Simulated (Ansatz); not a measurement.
**O vacancy in HfO2, calculated**

Computed with the plane-wave PAW code Ansatz (scalar-relativistic, PAW set soft_2): PBE, collinear spin, 420 eV cutoff, k-mesh 2×2×2 shifted by half a step.

The relaxed host crystal (Kohn–Sham gap 4.04 eV over the whole zone):

```cif
data_structure
_symmetry_space_group_name_H-M 'P 1'
_symmetry_Int_Tables_number 1
_cell_length_a 5.1609
_cell_length_b 5.2121
_cell_length_c 5.3519
_cell_angle_alpha 90.000
_cell_angle_beta 99.665
_cell_angle_gamma 90.000
_cell_volume 141.92
loop_
_atom_site_label
_atom_site_type_symbol
_atom_site_fract_x
_atom_site_fract_y
_atom_site_fract_z
_atom_site_occupancy
Hf1 Hf 0.27573 0.45706 0.70837 1
Hf2 Hf 0.72427 0.95706 0.79163 1
Hf3 Hf 0.72427 0.54294 0.29163 1
Hf4 Hf 0.27573 0.04294 0.20837 1
O1 O 0.44918 0.74279 0.97665 1
O2 O 0.55082 0.24279 0.52335 1
O3 O 0.55082 0.25721 0.02335 1
O4 O 0.44918 0.75721 0.47665 1
O5 O 0.06712 0.32865 0.34842 1
O6 O 0.93288 0.82865 0.15158 1
O7 O 0.93288 0.67135 0.65158 1
O8 O 0.06712 0.17135 0.84842 1
```

Supercell of 24 atoms, rows of the matrix [[1,0,1],[-1,1,0],[-1,-1,0]] times the cell vectors; O vacancy at (0.449, 0.743, 0.977) in fractions of the cell above. Atoms are relaxed at the host's cell, from a start shaken by 0.03 Å near the defect; charged cells sit in a uniform background.

The defect was relaxed in the charges +2, +1, 0. Distances from the empty O site (Å), by shell of the perfect crystal:

| shell | perfect crystal | state A | state B | state C |
| --- | --- | --- | --- | --- |
| 2 Hf | 2.16 (2.16 to 2.17) | 2.21 (2.17 to 2.25) | 2.15 (2.14 to 2.16) | 2.30 (2.21 to 2.38) |
| 2 Hf | 2.27 | 2.34 | 2.27 (2.27 to 2.28) | 2.39 (2.36 to 2.41) |
| 2 O | 2.57 (2.55 to 2.59) | 2.45 (2.44 to 2.46) | 2.53 | 2.30 (2.29 to 2.31) |

| state | moment of the cell (μB) | gap of the cell on the mesh (eV) | carriers |
| --- | --- | --- | --- |
| A | 1.00 | 1.08 | none in the bands |
| B | 0.00 | 1.60 | none in the bands |
| C | 0.00 | 3.14 | none in the bands |

On this mesh the host's own supercell has a gap of 4.31 eV.

Q: Which state has which charge?

A: A has charge +1; B has charge 0; C has charge +2.

Formation energy of the neutral defect: 6.19 eV, taking atoms from and to the elements' standard states (no corrections for gases), so it belongs to those chemical potentials alone.

Relaxed cell at charge 0:

```
HfO2 V_O charge 0
1.0
     4.2678    0.0000    5.2716
    -5.1609    5.2121    0.0053
    -5.1609   -5.2121    0.0053
Hf O
8 15
Direct
  0.7107 0.9437 0.4874
  0.7077 0.4429 0.9881
  0.7904 0.0108 0.0574
  0.7908 0.5089 0.5540
  0.2931 0.5559 0.0135
  0.2901 0.0531 0.5107
  0.2099 0.4884 0.4448
  0.2074 0.9901 0.9453
  0.9760 0.6343 0.8912
  0.5251 0.6064 0.3653
  0.5223 0.1077 0.8659
  0.0235 0.3631 0.1098
  0.0229 0.8715 0.6040
  0.4825 0.8954 0.1385
  0.4680 0.3864 0.6316
  0.3482 0.8035 0.4723
  0.3501 0.3062 0.9798
  0.1516 0.5225 0.6947
  0.1513 0.0252 0.1966
  0.6502 0.6934 0.0218
  0.6549 0.1955 0.5222
  0.8514 0.9780 0.8057
  0.8497 0.4768 0.3051
```

Caveats: at charge +2: net starting moment lost; at charge 0: net starting moment lost; semilocal functionals make gaps too small, which shifts levels too; small supercell, so energies and levels can be off by tenths of an eV; one random start near the defect, so other minima are possible.
